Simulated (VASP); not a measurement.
# InAs (F-43m) in VASP: settings compared

Aim: see how the results for InAs move with the level of theory and the settings. Levels: HSE06, B3LYP, PBEsol+D4. Tasks: single point.

Everything below comes from runs of VASP 6.6.1. Logs are shortened: lines on timing, memory, paths and dates and some standing lists are left out, and cuts for length are marked.

**Experimental background.**

From a printed reference work, data compilation, for a bulk crystal of InAs at 4.2 K: band gap 0.418 eV (direct).

The runs below are set against these values where they give the same quantity.

## (1) The cell of the first run

Symmetry: F-43m, No. 216, cubic system. Conventional cell: a = 6.113 Å, b = 6.113 Å, c = 6.113 Å, α = 90.00°, β = 90.00°, γ = 90.00°. In (site symmetry -43m) has 4 As at 2.65 Å within 3.5 Å. Within 3.5 Å of As (site symmetry -43m) lie 4 In at 2.65 Å.

## (2) Single point, HSE06

The input, POSCAR:

```
InAs
1.0
    0.0000000000      3.0567037596      3.0567037596
    3.0567037596      0.0000000000      3.0567037596
    3.0567037596      3.0567037596      0.0000000000
In As
1 1
Direct
    0.0000000000      0.0000000000      0.0000000000
    0.7500000000      0.7500000000      0.7500000000
```

The input, INCAR.step1:

```
SYSTEM = InAs
PREC     = Accurate       ! precision mode
ENCUT    = 520            ! plane-wave cutoff, eV
EDIFF    = 1E-5           ! SCF threshold, eV
ISMEAR   = -1             ! smearing method
SIGMA    = 0.05           ! smearing width, eV
LREAL    = .False.        ! projectors in reciprocal space
LASPH    = .True.         ! aspherical terms in the spheres
NELM     = 80             ! most SCF steps
ALGO     = Normal         ! electronic algorithm
ISIF     = 2              ! what is computed and relaxed
LWAVE    = .True.         ! write WAVECAR
LCHARG   = .False.        ! write CHGCAR
GGA      = PE             ! functional
NBANDS   = 16             ! bands
```

The input, INCAR.step2:

```
SYSTEM = InAs
PREC     = Accurate       ! precision mode
ENCUT    = 520            ! plane-wave cutoff, eV
EDIFF    = 1E-7           ! SCF threshold, eV
ISMEAR   = -1             ! smearing method
SIGMA    = 0.05           ! smearing width, eV
LREAL    = .False.        ! projectors in reciprocal space
LASPH    = .True.         ! aspherical terms in the spheres
NELM     = 80             ! most SCF steps
ALGO     = Normal         ! electronic algorithm
ISIF     = 2              ! what is computed and relaxed
LWAVE    = .False.        ! write WAVECAR
LCHARG   = .False.        ! write CHGCAR
GGA      = PE             ! functional
LHFCALC  = .True.         ! exact exchange
HFSCREEN = 0.2079         ! screening, 1/A
PRECFOCK = Normal       
ISTART   = 1            
NBANDS   = 16             ! bands
```

The input, KPOINTS:

```
regular mesh
0
Gamma
  4 4 4
  0 0 0
```

Potentials or basis: VASP PAW PBE potentials, release 64 (In_d, As).

The run is started by

```sh
$ cat potpaw_PBE.64/In_d/POTCAR potpaw_PBE.64/As/POTCAR > POTCAR
$ cp INCAR.step1 INCAR
$ mpirun -np 1 vasp_std > vasp.out
$ cp INCAR.step2 INCAR
$ mpirun -np 1 vasp_std > vasp.out
```

OUTCAR:

```text
SYSTEM = InAs
   PREC = Accurate
   ENCUT = 520
   EDIFF = 1E-7
   ISMEAR = -1
   LREAL = .False.
   LASPH = .True.
   NELM = 80
   ISIF = 2
   GGA = PE
   LHFCALC = .True.
   HFSCREEN = 0.2079
   PRECFOCK = Normal
   ISTART = 1

 ion  position               nearest neighbor table
   1  0.000  0.000  0.000-   2 2.65   2 2.65   2 2.65   2 2.65
   2  0.750  0.750  0.750-   1 2.65   1 2.65   1 2.65   1 2.65

  LATTYP: Found a face centered cubic cell.
 ALAT       =     6.1134075192

  Lattice vectors:

 A1 = (   0.0000000000,   3.0567037596,   3.0567037596)
 A2 = (   3.0567037596,   0.0000000000,   3.0567037596)
 A3 = (   3.0567037596,   3.0567037596,   0.0000000000)

Analysis of symmetry for initial positions (statically):
=====================================================================
 Subroutine PRICEL returns:
 Original cell was already a primitive cell.

 Routine SETGRP: Setting up the symmetry group for a
 face centered cubic supercell.

 Subroutine GETGRP returns: Found 24 space group operations
 (whereof 24 operations were pure point group operations)
 out of a pool of 48 trial point group operations.

The static configuration has the point symmetry T_d .

Analysis of symmetry for dynamics (positions and initial velocities):
=====================================================================
 Subroutine PRICEL returns:
 Original cell was already a primitive cell.

 Routine SETGRP: Setting up the symmetry group for a
 face centered cubic supercell.

 Subroutine GETGRP returns: Found 24 space group operations
 (whereof 24 operations were pure point group operations)
 out of a pool of 48 trial point group operations.

The dynamic configuration has the point symmetry T_d .

 Subroutine INISYM returns: Found 24 space group operations
 (whereof 24 operations are pure point group operations),
 and found     1 'primitive' translations

----------------------------------------------------------------------------------------

                                     Primitive cell

  volume of cell :      57.1202

  direct lattice vectors                    reciprocal lattice vectors
     0.000000000  3.056703760  3.056703760    -0.163574896  0.163574896  0.163574896
     3.056703760  0.000000000  3.056703760     0.163574896 -0.163574896  0.163574896
     3.056703760  3.056703760  0.000000000     0.163574896  0.163574896 -0.163574896

  length of vectors
     4.322831913  4.322831913  4.322831913     0.283320031  0.283320031  0.283320031

  position of ions in fractional coordinates (direct lattice)
     0.000000000  0.000000000  0.000000000
     0.750000000  0.750000000  0.750000000

  ion indices of the primitive-cell ions
   primitive index   ion index
                 1           1
                 2           2

----------------------------------------------------------------------------------------

 KPOINTS: regular mesh

Automatic generation of k-mesh.
 Grid dimensions read from file:
 generate k-points for:    4    4    4

 Generating k-lattice:

  Cartesian coordinates                     Fractional coordinates (reciprocal lattice)
    -0.040893724  0.040893724  0.040893724     0.250000000  0.000000000  0.000000000
     0.040893724 -0.040893724  0.040893724     0.000000000  0.250000000  0.000000000
     0.040893724  0.040893724 -0.040893724     0.000000000  0.000000000  0.250000000

  Length of vectors
     0.070830008  0.070830008  0.070830008

  Shift w.r.t. Gamma in fractional coordinates (k-lattice)
     0.000000000  0.000000000  0.000000000

 Subroutine IBZKPT returns following result:
 ===========================================

 Found      8 irreducible k-points:

 Following reciprocal coordinates:
            Coordinates               Weight
  0.000000  0.000000  0.000000      1.000000
  0.250000  0.000000  0.000000      8.000000
  0.500000  0.000000  0.000000      4.000000
  0.250000  0.250000  0.000000      6.000000
  0.500000  0.250000  0.000000     24.000000
 -0.250000  0.250000  0.000000     12.000000
  0.500000  0.500000  0.000000      3.000000
 -0.250000  0.500000  0.250000      6.000000
   k-points           NKPTS =      8   k-points in BZ     NKDIM =     64   number of bands    NBANDS=     16
   number of dos      NEDOS =    301   number of ions     NIONS =      2
   total plane-waves  NPLWV =  32768
   dimension x,y,z NGX =    32 NGY =   32 NGZ =   32
   dimension x,y,z NGXF=    64 NGYF=   64 NGZF=   64
   ions per type =               1   1
   NGX,Y,Z   is equivalent  to a cutoff of  12.31, 12.31, 12.31 a.u.
   NGXF,Y,Z  is equivalent  to a cutoff of  24.61, 24.61, 24.61 a.u.
 SYSTEM =  InAs
   PREC   = accura    normal or accurate (medium, high low for compatibility)
   ISTART =      1    job   : 0-new  1-cont  2-samecut
   ICHARG =      0    charge: 1-file 2-atom 10-const
   ISPIN  =      1    spin polarized calculation?
   LNONCOLLINEAR =      F non collinear calculations
   LSORBIT =      F    spin-orbit coupling
   LASPH  =      T    aspherical Exc in radial PAW
   ENCUT  =  520.0 eV  38.22 Ry    6.18 a.u.   8.04  8.04  8.04*2*pi/ulx,y,z
   NELM   =     80;   NELMIN=  2; NELMDL=  0     # of ELM steps
   EDIFF  = 0.1E-06   stopping-criterion for ELM
   LREAL  =      F    real-space projection
   EDIFFG = 0.1E-05   stopping-criterion for IOM
   NSW    =      0    number of steps for IOM
   IBRION =     -1    ionic relax: 0-MD 1-quasi-New 2-CG
   NFREE  =      0    steps in history (QN), initial steepest desc. (CG)
   ISIF   =      2    stress and relaxation
   ISYM   =      3    0-nonsym 1-usesym 2-fastsym
   POTIM  = 0.5000    time-step for ionic-motion
   TEBEG  =    0.0;   TEEND  =   0.0 temperature during run
   PSTRESS=    0.0 pullay stress
   NELECT =      18.0000    total number of electrons
   NUPDOWN=      -1.0000    fix difference up-down
   EMIN   =  10.00;   EMAX   =-10.00  energy-range for DOS
   EFERMI =   0.00;   METHOD = LEGACY
   ISMEAR =    -1;   SIGMA  =   0.05  broadening in eV -4-tet -1-fermi 0-gaus
   EFERMI_NEDOS =   21; number of points for ismear=-14 and -15
   IALGO  =     38    algorithm
   IMIX   =      1    mixing-type and parameters
     AMIX     =   0.40;   BMIX     =  1.00
     AMIX_MAG =   1.60;   BMIX_MAG =  1.00
  volume/ion in A,a.u.               =      28.56       192.73
  Fermi-wavevector in a.u.,A,eV,Ry     =   1.114044  2.105238 16.886107  1.241094
  Thomas-Fermi vector in A             =   2.250635
   LORBIT       =      0    0 simple, 1 ext, 2 COOP (PROOUT), +10 PAW based schemes
   GGA     = PE    functional components
   LHFCALC =     T    Hartree Fock is set to
   PRECFOCK=normal    Normal, Fast or Accurate (Low or Medium for compatibility)
   ENCUT4O =  -1.0   cutoff for four orbital integrals eV
   NKREDX  =     1    reduce k-point grid by
   NKREDY  =     1    reduce k-point grid by
   NKREDZ  =     1    reduce k-point grid by
   AEXX    =    0.2500 exact exchange contribution
   HFSCREEN=    0.2079 screening length (either q_TF or 0.3 A-1)
   HFSCREENC=   0.2079 screening length for correlation (either q_TF or 0.3 A-1)
   ENCUTFOCK=  -1.0 apply spherical cutoff to Coloumb kernel
   IVDW    =     0    specifies the selected vdW correction
   LEPSILON=     F    determine dielectric tensor
   LRPA    =     F    only Hartree local field effects (RPA)
 non-spin polarized calculation
  energy-cutoff  :      520.00
  volume of cell :       57.12
 maximum number of plane-waves:      1572
  NGX = 28; NGY = 28; NGZ = 28

 number of electron      17.9999997 magnetization

 Free energy of the ion-electron system (eV)
  ---------------------------------------------------
  ext. energy  EPLUGINS =         0.00000000
  ---------------------------------------------------
  free energy    TOTEN  =        -9.11094127 eV

  energy without entropy =       -9.11038512  energy(sigma->0) =       -9.11066319

 E-fermi :   4.0134     XC(G=0):  -7.4527

 val. band max:        3.7939251280   @ k =   0.0000   0.0000   0.0000
 cond. band min:       4.1766822785   @ k =   0.0000   0.0000   0.0000
 fundamental gap:      0.3827571505
 Fermi energy:         4.0133981999

 k-point     1 :       0.0000    0.0000    0.0000
  band No.  band energies     occupation
      1     -12.3065      2.00000
      2     -12.3065      2.00000
      3     -12.3065      2.00000
      4     -12.1874      2.00000
      5     -12.1874      2.00000
      6      -8.9956      2.00000
[... 8 lines left out ...]
     15      14.2996      0.00000
     16      14.2996      0.00000

 k-point     2 :       0.2500    0.0000    0.0000
  band No.  band energies     occupation
      1     -12.3563      2.00000
      2     -12.2900      2.00000
      3     -12.2900      2.00000
      4     -12.1865      2.00000
      5     -12.1865      2.00000
      6      -8.3758      2.00000
[... 8 lines left out ...]
     15      13.1636      0.00000
     16      13.1636      0.00000

 k-point     3 :       0.5000    0.0000    0.0000
  band No.  band energies     occupation
      1     -12.4025      2.00000
      2     -12.2778      2.00000
      3     -12.2778      2.00000
      4     -12.1810      2.00000
      5     -12.1810      2.00000
      6      -7.4879      2.00000
[... 8 lines left out ...]
     15      15.4777      0.00000
     16      15.4777      0.00000

 k-point     4 :       0.2500    0.2500    0.0000
  band No.  band energies     occupation
      1     -12.3878      2.00000
      2     -12.2710      2.00000
      3     -12.2710      2.00000
      4     -12.2021      2.00000
      5     -12.1777      2.00000
      6      -8.1673      2.00000
[... 8 lines left out ...]
     15      15.0018      0.00000
     16      15.6999      0.00000

 k-point     5 :       0.5000    0.2500    0.0000
  band No.  band energies     occupation
      1     -12.4243      2.00000
      2     -12.2613      2.00000
      3     -12.2544      2.00000
      4     -12.2008      2.00000
      5     -12.1762      2.00000
      6      -7.2462      2.00000
[... 8 lines left out ...]
     15      15.7337      0.00000
     16      16.1957      0.00000

 k-point     6 :      -0.2500    0.2500    0.0000
  band No.  band energies     occupation
      1     -12.4016      2.00000
      2     -12.2717      2.00000
      3     -12.2697      2.00000
      4     -12.1890      2.00000
      5     -12.1854      2.00000
      6      -7.5705      2.00000
[... 8 lines left out ...]
     15      14.4584      0.00000
     16      16.2756      0.00000

 k-point     7 :       0.5000    0.5000    0.0000
  band No.  band energies     occupation
      1     -12.4567      2.00000
      2     -12.2341      2.00000
      3     -12.2341      2.00000
      4     -12.2198      2.00000
      5     -12.1680      2.00000
      6      -6.9193      2.00000
[... 8 lines left out ...]
     15      16.2551      0.00000
     16      16.9104      0.00000

 k-point     8 :      -0.2500    0.5000    0.2500
  band No.  band energies     occupation
      1     -12.4352      2.00000
      2     -12.2615      2.00000
      3     -12.2393      2.00000
      4     -12.2012      2.00000
      5     -12.1801      2.00000
      6      -6.8735      2.00000
[... 8 lines left out ...]
     15      16.3920      0.00000
     16      16.4417      0.00000

------------------------ aborting loop because EDIFF is reached ----------------------------------------

  FORCE on cell =-STRESS in cart. coord.  units (eV):
  Direction    XX          YY          ZZ          XY          YZ          ZX
  --------------------------------------------------------------------------------------
  -------------------------------------------------------------------------------------
  Total       -0.0564949     -0.0564949     -0.0564949      0.0000000      0.0000000      0.0000000
  in kB       -1.5846376     -1.5846376     -1.5846376      0.0000000      0.0000000      0.0000000
  external PRESSURE =      -1.5846376 kB  Pullay stress =       0.0000000 kB

 VOLUME and BASIS-vectors are now :
 -----------------------------------------------------------------------------
  energy-cutoff  :      520.00
  volume of cell :       57.12
      direct lattice vectors                 reciprocal lattice vectors
     0.000000000  3.056703760  3.056703760    -0.163574896  0.163574896  0.163574896
     3.056703760  0.000000000  3.056703760     0.163574896 -0.163574896  0.163574896
     3.056703760  3.056703760  0.000000000     0.163574896  0.163574896 -0.163574896

 POSITION                                       TOTAL-FORCE (eV/Angst)
 -----------------------------------------------------------------------------------
      0.00000      0.00000      0.00000         0.000000      0.000000      0.000000
      4.58506      4.58506      4.58506        -0.000000     -0.000000     -0.000000
 -----------------------------------------------------------------------------------
    total drift:                               -0.000007     -0.000009     -0.000006

  FREE ENERGIE OF THE ION-ELECTRON SYSTEM (eV)
  ---------------------------------------------------
  free  energy   TOTEN  =        -9.1109412695 eV

  energy  without entropy=       -9.1103851191  energy(sigma->0) =       -9.11066319
```

Run time: 15 min. Hardware: 1 thread of Intel Xeon Platinum 8259CL at 2.50GHz (Skylake/Cascade Lake), shared host; peak memory 0.29 GiB.

Results:

| Item | Value |
| --- | --- |
| Free energy | -9.1109 eV |
| Pressure | -0.2 GPa |
| Band gap on the k mesh | 0.38 eV |

Caveat: the k points lie up to 0.45 Å⁻¹ apart; the PAW data sets were made with another functional, which shifts forces and pressure a little; spin-orbit coupling is left out, which moves the levels of the heavy elements.

## (3) Single point, B3LYP

This run uses another cell than the first one, of 30.20 Å³/atom.

The input, POSCAR:

```
InAs
1.0
    0.0000000000      3.1141289529      3.1141289529
    3.1141289529      0.0000000000      3.1141289529
    3.1141289529      3.1141289529      0.0000000000
In As
1 1
Direct
    0.0000000000      0.0000000000      0.0000000000
    0.7500000000      0.7500000000      0.7500000000
```

The input, INCAR.step1:

```
ALGO = Normal
EDIFF = 1E-5
ENCUT = 520
GGA = PE
ISIF = 2
ISMEAR = -1
LASPH = True
LCHARG = False
LREAL = False
LWAVE = True
NBANDS = 16
NELM = 60
PREC = Accurate
SIGMA = 0.05
```

The input, INCAR.step2:

```
AEXX = 0.2
AGGAC = 0.81
AGGAX = 0.72
ALDAC = 0.19
ALGO = Normal
EDIFF = 1E-6
ENCUT = 520
GGA = B3
ISIF = 2
ISMEAR = -1
ISTART = 1
LASPH = True
LCHARG = False
LHFCALC = True
LREAL = False
LWAVE = False
NBANDS = 16
NELM = 60
PREC = Accurate
PRECFOCK = Normal
SIGMA = 0.05
```

The input, KPOINTS:

```
k-points
0
Gamma
  4 4 4
```

Potentials or basis: VASP PAW PBE potentials, release 64 (In_d, As).

The run is started by

```sh
$ cat potpaw_PBE.64/In_d/POTCAR potpaw_PBE.64/As/POTCAR > POTCAR
$ cp INCAR.step1 INCAR
$ mpirun -np 1 vasp_std > vasp.out
$ cp INCAR.step2 INCAR
$ mpirun -np 1 vasp_std > vasp.out
```

Run time: 12 min. Hardware: 1 thread of Intel Xeon Platinum 8259CL at 2.50GHz (Skylake/Cascade Lake), shared host; peak memory 0.22 GiB.

It converged, with:

| Property | Result |
| --- | --- |
| Free energy | -8.4687 eV |
| Pressure | -0.1 GPa |

Levels at points of the mesh, in eV from the Fermi level:
| k point | band 5 | band 6 | band 7 | band 8 | band 9 | band 10 | band 11 | band 12 | band 13 | band 14 |
| --- | --- | --- | --- | --- | --- | --- | --- | --- | --- | --- |
| (0.00, 0.00, 0.00) | -15.87 | -12.53 | -0.43 | -0.04 | -0.04 | -0.03 | 4.82 | 4.82 | 4.82 | 8.44 |
| (0.50, 0.00, 0.00) | -15.87 | -11.23 | -5.98 | -1.14 | -1.14 | 1.60 | 5.63 | 5.63 | 7.88 | 9.86 |
| (0.50, 0.50, 0.00) | -15.86 | -10.74 | -6.15 | -2.40 | -2.40 | 2.58 | 2.94 | 9.90 | 9.91 | 9.91 |

Caveat: the k points lie up to 0.44 Å⁻¹ apart; the PAW data sets were made with another functional, which shifts forces and pressure a little; spin-orbit coupling is left out, which moves the levels of the heavy elements.

## (4) Single point, PBEsol+D4

This run uses another cell than the first one, of 27.68 Å³/atom.

The input, INCAR:

```
PREC = Accurate ; ENCUT = 520
EDIFF = 1E-6 ; ISMEAR = -1
SIGMA = 0.05 ; LREAL = False
LASPH = True ; NELM = 100
ALGO = Normal ; ISIF = 2
LWAVE = False ; LCHARG = True
GGA = PS ; IVDW = 13
LELF = True ; LVHAR = True
NBANDS = 16
```

The input, KPOINTS:

```
Automatic mesh
0
Gamma
  8 8 8
```

The input, POSCAR:

```
InAs
1.0
    0.0000000000      3.0248773958      3.0248773958
    3.0248773958      0.0000000000      3.0248773958
    3.0248773958      3.0248773958      0.0000000000
In As
1 1
Direct
    0.0000000000      0.0000000000      0.0000000000
    0.7500000000      0.7500000000      0.7500000000
```

The run is started by

```sh
$ cat potpaw_PBE.64/In_d/POTCAR potpaw_PBE.64/As/POTCAR > POTCAR
$ mpirun -np 1 vasp_std > vasp.out
```

Wall time 31 s (1 thread of Intel Xeon 8259CL, shared host); peak memory 0.18 GiB.

It converged, with:

| Item | Value |
| --- | --- |
| Free energy | -8.8875 eV |
| Pressure | 0.1 GPa |
| Band gap on the k mesh | zero (filled and empty bands touch) |
| Dispersion energy per atom | -0.202 eV |

Levels at points of the mesh, in eV from the Fermi level:
```
           k point  band 7  band 8  band 9  band 10  band 11  band 12
(0.00, 0.00, 0.00)   -0.34   -0.05   -0.05    -0.05     3.81     3.81
(0.50, 0.00, 0.00)   -5.86   -1.04   -1.04     0.82     4.57     4.57
(0.50, 0.50, 0.00)   -5.93   -2.39   -2.39     1.39     1.93     9.02
```

Caveat: semilocal functionals underestimate gaps, so a narrow gap can read as zero; the PAW data sets were made with another functional, which shifts forces and pressure a little; spin-orbit coupling is left out, which moves the levels of the heavy elements.

## (5) Overview

```csv
level,cell,k mesh,grid for exact exchange (PRECFOCK),share of exact exchange,screening parameter,gap on the mesh (eV),pressure (GPa)
HSE06,"a = 4.323 Å, angles 60.0°, 2 atoms",4 × 4 × 4,Normal,0.25,0.2079 1/Å,0.38,-0.2
B3LYP,"a = 4.404 Å, angles 60.0°, 2 atoms",4 × 4 × 4,Normal,0.2,-,-,-0.1
PBEsol+D4,"a = 4.278 Å, angles 60.0°, 2 atoms",8 × 8 × 8,-,-,-,none,0.1
```

Alike in all rows: task single point; potentials or basis VASP PAW PBE potentials, release 64 (In_d, As); no spin polarisation; cutoff (eV) 520; smearing fermi-dirac 0.05 eV.

Caveats: some runs use coarse meshes; the PAW data sets were made with another functional, which shifts forces and pressure a little; spin-orbit coupling is left out, which moves the levels of the heavy elements; semilocal functionals underestimate gaps, so a narrow gap can read as zero (at least some runs).

Absolute energies hang on the potentials; compare differences alone.

## (6) Against experiment

Step 4. A measured gap of InAs is 0.418 eV (direct; 4.2 K; a printed reference work, data compilation); the calculated 0.00 eV misses it by -0.42 eV. Spin-orbit coupling on As, In is left out. The value is that of PBEsol+D4 on a finite k mesh, which can miss the band edges, without temperature or zero-point motion. Semilocal functionals fall short of measured gaps as a rule.
